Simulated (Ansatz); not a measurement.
AgO:

```
Ag O
1.0
     0.00000    2.40800    2.40800
     2.40800    0.00000    2.40800
     2.40800    2.40800    0.00000
Ag O
1 1
Direct
  0.00000 0.00000 0.00000
  0.75000 0.75000 0.75000
```

* Program: Ansatz 0.2.0
* Task: relaxation of cell and atoms
* Functional: r2SCAN
* Potentials or basis: Ansatz PAW
* Cutoff: 500 eV (not typed: the program's choice for these potentials)
* k mesh: 10 × 10 × 10
* Occupations: fermi-dirac, width 0.05 eV
* Spin: no spin polarisation
* Hubbard terms: Ag d U = 1 eV

At the start: volume 13.96 Å³/atom.

Task: How do energy, volume and symmetry change on relaxing?

Result: It ends after 7 steps and the volume is 15.59 Å³/atom (+11.7 %); space group F-43m (No. 216, to 0.05 Å).

The path:
```tsv
step	energy change (eV)	largest force (eV/Å)	volume (Å³)
1	0.0000	0.0000	27.93
2	-0.1263	0.0000	30.34
3	-0.1333	0.0000	31.01
4	-0.1335	0.0000	31.17
5	-0.1356	0.0000	31.17
6	-0.1356	0.0000	31.19
7	-0.1356	0.0000	31.19
```

Final structure:
```
Ag O
1.0
     0.00000    2.49830    2.49830
     2.49830    0.00000    2.49830
     2.49830    2.49830    0.00000
Ag O
1 1
Cartesian
  0.0000 0.0000 0.0000
  3.7474 3.7474 3.7474
```

Caveat: the plane-wave basis is chosen anew once the cell has moved, so the energies of steps on either side of that aren't comparable; an odd number of electrons without spin polarisation forces a metal; a magnetic or distorted state may lie lower; U without spin polarisation on a metal has little footing; the PAW data sets come from PBE, with cores solved anew for the run's functional, which leaves a small shift of forces and pressure.
